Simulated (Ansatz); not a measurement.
The system is Zn.

```
Zn
1.0
     2.67000    0.00000    0.00000
    -1.33500    2.31229    0.00000
     0.00000    0.00000    4.96600
Zn
2
Direct
  0.66667 0.33333 0.75000
  0.33333 0.66667 0.25000
```

- Program: Ansatz 0.2.0
- Task: phonons
- Functional: PBEsol
- Potentials or basis: Ansatz PAW
- Cutoff: 420 eV (not typed: the program's choice for these potentials)
- k mesh: 10 × 10 × 6
- Occupations: fermi-dirac, width 0.05 eV
- Spin: no spin polarisation
- q mesh: 2 × 2 × 2
- Path: [["G", "M", "K", "G", "A", "L", "H", "A"], ["L", "M"], ["K", "H"]]
- Points for each segment of the path: 8

Q: Is this structure dynamically stable at this level, and how far does the spectrum reach?

A: Yes, as far as this q mesh shows: no mode on the path is imaginary. The highest frequency is 194 cm⁻¹.

A q mesh this small can miss soft modes between its points.

Caveat: the q mesh is small, so phonon branches between its points and thermal values are rough.
